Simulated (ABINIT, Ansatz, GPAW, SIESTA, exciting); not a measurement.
# Pb: programs and potentials compared

```
Pb
1.0
     3.03861   -1.75032    0.00000
     3.03861    1.75032    0.00000
    -2.11546    0.00000    6.09522
Pb
2
Direct
  0.90851 0.90851 0.72629
  0.09149 0.09149 0.27371
```

This isn't the form of Pb at room conditions, which is fcc.

Alike in all runs: task single point; functional PBEsol; k mesh 9 × 9 × 5; occupations fermi-dirac, width 0.05 eV; no spin polarisation; no spin-orbit coupling. Pressure is positive in compression and, in plane waves, holds the error of the finite cutoff, which Ansatz's Pulay term estimates and takes out.

| program and potentials | plane-wave cutoff (eV) | notes | pressure (GPa) | largest force (eV/Å) |
| --- | --- | --- | --- | --- |
| Ansatz, Ansatz PAW | 420 | potentials made for PBE, which Ansatz adapts in part | ? | ? |
| SIESTA, files PseudoDojo sr-pbesol-0.4.1-standard, DZP (energy shift 0.003 Ry; two zetas on semicore shells) | - | atomic basis | -1.36 | 0.054 |
| GPAW, PAW data sets generated for this functional | 600 | - | -2.02 | 0.145 |
| Ansatz, all-electron LAPW, scalar-relativistic | - | - | -1.77 | 0.137 |
| ABINIT, PseudoDojo NC SR PBEsol v0.4.1 standard | 762 | - | -1.75 | 0.130 |
| exciting, all-electron LAPW+lo, shipped species files, valence relativity iora* | - | - | - | 0.129 |

Task: Estimate from the other rows what the run with Ansatz, Ansatz PAW gave.

Result: Pressure -1.78 GPa; largest force 0.137 eV/Å. The other rows, which needn't bracket it: pressure -2.02 to -1.36; largest force 0.054 to 0.145.
